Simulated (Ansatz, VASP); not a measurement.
# CdTe in VASP and in Ansatz

```xyz
2
Lattice="0.0000 3.2779 3.2779 3.2779 0.0000 3.2779 3.2779 3.2779 0.0000" Properties=species:S:1:pos:R:3 pbc="T T T"
Cd    0.0000    0.0000    0.0000
Te    4.9168    4.9168    4.9168
```

Alike in both runs: functional r2SCAN; k mesh 8 × 8 × 8; occupations gaussian, width 0.02 eV; no spin polarisation.

Ansatz relaxed the structure, and its values are those at the end. VASP's run is a single point on that final structure, the one shown.

|  | VASP | Ansatz |
| --- | --- | --- |
| version | VASP 6.6.1 | Ansatz 0.2.0 |
| potentials or method | VASP PAW PBE potentials, release 64 (Cd, Te) | scalar-relativistic, plane waves, PAW |
| plane-wave cutoff (eV) | 520 | 500 |
| valence electrons in the cell | 18 | 36 |

Ansatz gave:

- gap on the k mesh at the Fermi level (eV): 1.17
- least direct gap on the mesh (eV): 1.17
- pressure (GPa): 0.0

Estimate VASP's values.

gap on the k mesh at the Fermi level (eV): 1.16; least direct gap on the mesh (eV): 1.16; pressure (GPa): 0.1.

The functional is the same, so the differences come from potentials, cutoffs and numerics. The two sets of potentials don't hold the same shells in valence.

Caveats: the PAW data sets were made with another functional, which shifts forces and pressure a little (VASP); spin-orbit coupling is left out, which moves the levels of the heavy elements. r2SCAN opens gaps a little over a GGA but as a rule still falls short of measured ones.
